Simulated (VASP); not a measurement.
# Li2O: Li into a neighbouring Li vacancy

How hard is this move in Li2O: Li into a neighbouring Li vacancy? Both ends are relaxed first, then a band of images between them. The start is a computed cell from the Materials Project.

Program: VASP 6.6.1. Level of theory: PBEsol; plane waves and PAW (O, Li). Results are calculated unless marked as measured.

This is a report of a sequence of runs, with most program output left out.

**1. The host crystal**

Symmetry: Fm-3m, No. 225, cubic system. The conventional cell has a = 4.654 Å, b = 4.654 Å, c = 4.654 Å, α = 90.00°, β = 90.00°, γ = 90.00°. Nearest to O lie 8 Li at 2.02 Å. Nearest to Li lie 4 O at 2.02 Å. Farther neighbours and most contacts between anions are not listed.

**2. Relax the host**

First cell and atoms are relaxed at a raised cutoff, so that later runs start from this functional's own cell.

INCAR

```
SYSTEM = Li2O
PREC = Accurate
ENCUT = 520
EDIFF = 1E-06
NELM = 120
ISMEAR = 0
SIGMA = 0.1
LREAL = .FALSE.
ALGO = Normal
GGA = PS
NBANDS = 10
LORBIT = 11
LWAVE = .FALSE.
LCHARG = .FALSE.
KPAR = 6
IBRION = 2
NSW = 40
ISIF = 3
EDIFFG = -0.02
POTIM = 0.4
```

POSCAR

```
Li2O
1.0
    0.0000000000      2.3268543819      2.3268543819
    2.3268543819      0.0000000000      2.3268543819
    2.3268543819      2.3268543819      0.0000000000
O Li
1 2
Direct
    0.0000000000      0.0000000000      0.0000000000
    0.2500000000      0.2500000000      0.2500000000
    0.7500000000      0.7500000000      0.7500000000
```

KPOINTS

```
Automatic mesh
0
Gamma
7 7 7
0 0 0
```

Potentials, in the order of the species: O and Li (PBE family, release 64).

On the command line:

```sh
mpirun -np 6 vasp_std
```

It took 9 s on 6 MPI ranks of AMD EPYC 7571, shared host; peak memory 0.64 GiB; 43 s of CPU time.

The gap is read on the k-mesh alone, so it is an upper bound where the band edges lie off the mesh. The PAW data sets were made with PBE, which is usual practice but a small mismatch for other functionals. The run keeps the 48 symmetry operations of its start, so it cannot find a distortion of lower symmetry.

The steps of the relaxation:

```csv
step,energy less that of the first step (eV),largest force (eV/Å),pressure (GPa),volume (Å³)
1,0.0000,0.0000,-2.93,25.20
2,-0.0063,0.0000,-1.61,24.75
3,-0.0088,0.0000,-0.09,24.29
```

```csv
"conventional cell, symmetrised",before,after,change
a (Å),4.654,4.597,-1.2 %
b (Å),4.654,4.597,-1.2 %
c (Å),4.654,4.597,-1.2 %
volume (Å³/atom),8.40,8.10,-3.6 %
```

The relaxed structure:

```xyz
3
Lattice="0.0000 2.2985 2.2985 2.2985 0.0000 2.2985 2.2985 2.2985 0.0000" Properties=species:S:1:pos:R:3 pbc="T T T"
O     0.0000    0.0000    0.0000
Li    1.1493    1.1493    1.1493
Li    3.4478    3.4478    3.4478
```

Numbers from this step:

| Quantity | Value |
| --- | --- |
| electronic cycles | 24 |
| electrons | 8 |
| free energy (TOTEN) | -14.71 eV |
| Fermi energy | 1.423 eV |
| metallic | no |
| gap on the k-mesh | 5.037 eV |
| least direct gap on the k-mesh | 5.287 eV |

The run ended after 3 ionic steps, 0.009 eV below its first step, once forces and stress met EDIFFG = -0.02.

**3. Relax the start**

System of this step: Li23O12. The cell holds 35 atoms: 12 O and 23 Li. Cell: a = 6.501 Å, b = 6.501 Å, c = 9.752 Å, α = 60.0°, β = 60.0°, γ = 60.0°. It derives from Li2O. Nearest the centre at fractional (0.250, 0.250, 0.000): Li26 at 1.12 Å, O4 at 1.63 Å, O7 at 1.63 Å, Li27 at 2.55 Å, Li17 at 2.56 Å, Li29 at 2.56 Å, Li30 at 2.57 Å, Li20 at 2.57 Å. The cell carries charge −1.

A path needs two true minima; the start is relaxed with symmetry off.

This cell carries charge -1, set by NELECT and balanced by a uniform background.

INCAR

```
SYSTEM = Li23O12
PREC = Normal
ENCUT = 400
EDIFF = 1E-05
NELM = 120
ISMEAR = 0
SIGMA = 0.05
LREAL = Auto
ALGO = Fast
GGA = PS
NELECT = 96
NBANDS = 72
LORBIT = 11
LWAVE = .FALSE.
LCHARG = .FALSE.
KPAR = 6
IBRION = 2
NSW = 60
ISIF = 2
EDIFFG = -0.05
POTIM = 0.4
MAXMIX = 40
ISYM = 0
```

POSCAR

```
Li23O12
1.0
    0.0000000000      4.5970340762      4.5970340762
    4.5970340762      0.0000000000      4.5970340762
    6.8955511143      6.8955511143      0.0000000000
O Li
12 23
Direct
    0.0017543290     -0.0003167192      0.0012134857
    0.0057752186     -0.0038332074      0.3321091006
    0.0032252181     -0.0016390980      0.6662020084
    0.0006112696      0.5017672770     -0.0003250766
    0.0001988779      0.4977035988      0.3327282407
   -0.0018524571      0.5005800857      0.6680168489
    0.5011591352     -0.0011237116     -0.0015187225
    0.5056044636     -0.0012245774      0.3333503538
    0.5014082496     -0.0021686185      0.6602489003
    0.5018558821      0.4990896054     -0.0006176002
    0.4921526261      0.5062045538      0.3353395877
    0.4984054823      0.5044792620      0.6696053894
    0.1228973311      0.1278312462      0.4132883344
    0.1206067482      0.1264207845      0.7493689971
    0.1228878166      0.6266846470      0.0820012783
    0.1237683614      0.6240289503      0.4175909741
    0.1263449263      0.6250509664      0.7516881417
    0.6272806933      0.1205377261      0.0839349706
    0.6227453271      0.1312331825      0.4150611475
    0.6216443910      0.1269899482      0.7486151754
    0.6233391486      0.6223877131      0.0852317773
    0.6268277175      0.6211416270      0.4160270675
    0.6225532627      0.6202734715      0.7538340844
    0.3764634044      0.3722421660      0.2525763886
    0.3789514715      0.3721511808      0.5828808426
    0.3690767960      0.3744763591      0.9196141985
    0.3759560652      0.8774170828      0.2480695339
    0.3684313187      0.8763689674      0.5829823051
    0.3731634520      0.8740510852      0.9198626367
    0.8769904718      0.3750473827      0.2499653696
    0.8734455523      0.3761418846      0.5851135480
    0.8729633316      0.3672440315      0.9210865440
    0.8722728209      0.8715260114      0.2519138336
    0.8747353732      0.8790168060      0.5816207621
    0.8793801914      0.8759225476      0.9156873651
```

KPOINTS

```
Automatic mesh
0
Gamma
2 2 2
0 0 0
```

On the command line:

```sh
mpirun -np 6 vasp_std
```

Elapsed: 5.9 min, on 6 MPI ranks; peak memory 1.6 GiB.

Step by step:

```csv
step,energy less that of the first step (eV),largest force (eV/Å)
1,0.0000,1.5720
2,-0.5532,0.8810
3,-0.8407,0.4585
4,-0.9717,0.3152
5,-1.0547,0.4098
6,-1.0958,0.2826
7,-1.1110,0.2117
8,-1.1299,0.1273
9,-1.1319,0.1120
10,-1.1371,0.0604
11,-1.1384,0.0489
```

The atoms that moved most (Å):

```csv
atom,dx,dy,dz,length
Li33,0.004,0.004,0.253,0.253
Li30,-0.231,-0.010,-0.016,0.232
Li27,0.002,-0.223,-0.021,0.224
Li29,0.214,-0.012,0.008,0.214
Li32,0.006,0.210,0.042,0.214
Li26,-0.012,0.014,-0.207,0.208
Li22,-0.070,-0.097,0.093,0.151
O2,0.098,0.054,-0.092,0.145
```

Final coordinates:

```xyz
35
Lattice="0.0000 4.5970 4.5970 4.5970 0.0000 4.5970 6.8956 6.8956 0.0000" Properties=species:S:1:pos:R:3 pbc="T T T"
O    -0.0571   -0.0552   -0.0500
O     2.3706    2.3709   -0.0832
O     4.5880    4.5869    0.0144
O     2.3413   -0.0604    2.3571
O     4.5812    2.2984    2.3160
O     6.9003    4.6245    2.2832
O    -0.0595    2.3432    2.3583
O     2.2992    4.5816    2.3166
O     4.6242    6.8997    2.2831
O     2.3252    2.3264    4.5621
O     4.5805    4.5798    4.5908
O     6.8915    6.8916    4.5860
Li    3.4578    3.4557    1.1318
Li    5.7414    5.7403    1.1342
Li    3.4482    1.1134    3.4456
Li    5.7580    3.4596    3.4378
Li    8.0522    5.7516    3.4564
Li    1.1131    3.4484    3.4441
Li    3.4608    5.7584    3.4363
Li    5.7525    8.0524    3.4557
Li    3.4447    3.4447    5.7814
Li    5.6540    5.6538    5.8296
Li    8.1216    8.1216    5.6512
Li    3.4413    3.4416    3.4521
Li    5.7483    5.7492    3.4650
Li    8.0508    8.0516    3.2108
Li    5.7461    3.2160    5.7408
Li    8.0138    5.7670    5.7499
Li   10.5749    8.0465    5.7420
Li    3.2164    5.7453    5.7394
Li    5.7692    8.0133    5.7516
Li    8.0459   10.5743    5.7429
Li    5.7479    5.7509    8.2697
Li    8.0638    8.0630    7.9931
Li   10.3278   10.3272    8.0589
```

A gap read on the k-mesh alone can miss the band edges.

This step gave:

| Item | Value |
| --- | --- |
| electronic cycles | 90 |
| electrons | 96 |
| free energy (TOTEN) | -170.5630 eV |
| Fermi energy | 1.093 eV |
| gap on the k-mesh | 4.903 eV |
| least direct gap on the k-mesh | 4.917 eV |

The run ended after 11 ionic steps, 1.138 eV below its first step, once the forces on the free atoms met EDIFFG = -0.05.

**4. Relax the end**

The end state is relaxed in the same way, so that both ends share their errors.

This cell carries charge -1, set by NELECT and balanced by a uniform background.

INCAR is that of step 3.

POSCAR

```
Li23O12
1.0
    0.0000000000      4.5970340762      4.5970340762
    4.5970340762      0.0000000000      4.5970340762
    6.8955511143      6.8955511143      0.0000000000
O Li
12 23
Direct
   -0.0060320835     -0.0005561584      0.0014814292
   -0.0055541056      0.0025584134      0.3367132762
    0.0011234936      0.0025838631      0.6653624975
   -0.0015983312      0.4984894584      0.0011054337
   -0.0018219255      0.5047189649      0.3315493018
   -0.0119965454      0.5012668915      0.6702421325
    0.5020232485     -0.0063779034      0.0060411436
    0.5021730165     -0.0058306861      0.3335929134
    0.5015007722      0.0008137727      0.6646564647
    0.5011021279      0.4981298410      0.0000712253
    0.4990742840      0.4967908776      0.3330228466
    0.4951636739      0.5000815457      0.6666311991
    0.1215977018      0.1281677903      0.4187806089
    0.1224746135      0.1265311134      0.7504629286
    0.1221676746      0.6227886528      0.0860406750
    0.1196055295      0.6257998605      0.4185504706
    0.1296491497      0.6274306336      0.7457678210
    0.6232549345      0.1174441801      0.0849609978
    0.6264454320      0.1225249331      0.4183121665
    0.6283957063      0.1246503958      0.7484076753
    0.6283020938      0.6226079168      0.0868529417
    0.6258569272      0.6238276583      0.4157299892
    0.6250765727      0.6256802889      0.7498618582
    0.3791890917      0.3683104296      0.2496135453
    0.3818049003      0.3739262993      0.5806464798
    0.1222502072      0.1236940461      1.0856339584
    0.3681899496      0.8768533995      0.2570931540
    0.3735031349      0.8697328032      0.5845835198
    0.3763020757      0.8790329755      0.9144671155
    0.8670998247      0.3830816079      0.2474029148
    0.8812979985      0.3694333682      0.5823530848
    0.8754674754      0.3824873502      0.9132657065
    0.8691004803      0.8825215008      0.2508447290
    0.8736602134      0.8708334669      0.5841581617
    0.8681860221      0.8805258264      0.9183982902
```

KPOINTS is that of step 3.

On the command line:

```sh
mpirun -np 6 vasp_std
```

Wall time 5.3 min (6 MPI ranks); peak memory 1.6 GiB; 31 min of CPU time.

Relaxation path:

```csv
step,energy less that of the first step (eV),largest force (eV/Å)
1,0.0000,1.6183
2,-0.5935,0.8895
3,-0.9002,0.5496
4,-1.0625,0.3406
5,-1.1604,0.3975
6,-1.2061,0.2868
7,-1.2221,0.2367
8,-1.2416,0.1267
9,-1.2444,0.1159
10,-1.2501,0.0691
11,-1.2515,0.0535
12,-1.2536,0.0344
```

The atoms that moved most (Å):

```csv
atom,dx,dy,dz,length
Li26,-0.016,-0.012,0.249,0.250
Li20,0.246,-0.008,-0.016,0.247
Li17,0.022,0.241,-0.037,0.245
Li18,0.028,-0.235,0.039,0.240
Li23,0.001,-0.004,-0.240,0.240
Li15,-0.231,-0.005,0.018,0.232
Li34,0.111,0.096,-0.075,0.165
Li33,-0.113,-0.058,0.078,0.149
```

The relaxed structure:

```
O Li
1.0
     0.00000    4.59703    4.59703
     4.59703    0.00000    4.59703
     6.89555    6.89555    0.00000
O Li
12 23
Cartesian
  -0.0256 -0.0301 0.0269
  2.3046 2.3002 0.0012
  4.6157 4.6112 -0.0043
  2.3605 -0.0447 2.2342
  4.5753 2.2937 2.3036
  6.8973 4.6088 2.2736
  -0.0410 2.3550 2.2348
  2.2981 4.5699 2.3046
  4.6133 6.8927 2.2740
  2.3589 2.3530 4.6367
  4.6114 4.6071 4.5704
  6.8247 6.8208 4.6712
  3.4483 3.4419 1.1168
  5.7559 5.7521 1.1378
  3.2248 1.1494 3.4425
  5.7829 3.4212 3.4364
  8.0484 5.9796 3.4432
  1.1537 3.2158 3.4438
  3.4271 5.7808 3.4350
  5.9802 8.0417 3.4460
  3.4664 3.4614 5.7222
  5.7309 5.7271 5.7907
  8.0475 8.0405 5.5102
  3.4585 3.4541 3.4535
  5.7374 5.7325 3.4588
  8.0388 8.0357 1.3797
  5.7390 3.4426 5.7310
  8.0349 5.7308 5.7472
  10.3445 8.0801 5.7397
  3.4481 5.7340 5.7293
  5.7376 8.0307 5.7481
  8.0842 10.3387 5.7398
  5.6735 5.6667 8.1299
  8.1427 8.1406 7.9443
  10.3493 10.3445 8.0017
```

Numbers from this step:

```
electronic cycles              : 98
free energy (TOTEN)            : -170.5647 eV
Fermi energy                   : 1.095 eV
gap on the k-mesh              : 4.909 eV
least direct gap on the k-mesh : 4.924 eV
```

The run ended after 12 ionic steps, 1.254 eV below its first step, once the forces on the free atoms met EDIFFG = -0.05.

[end of part 1 of 2]

[Lines on the potential files, build, host, timing and source positions are cut from VASP's logs without a mark.]

[Logs are printed without paths, hosts, clocks, repeated set-up lines and the standing remarks that a program may print on its own settings, such as how far it seeks lower states.]

[Hosts, paths, dates, database ids (printed as entryN), source tags and the programs' standing remarks are cut or masked in the printed files.]

[Runs that stopped without an error message from VASP are left out.]
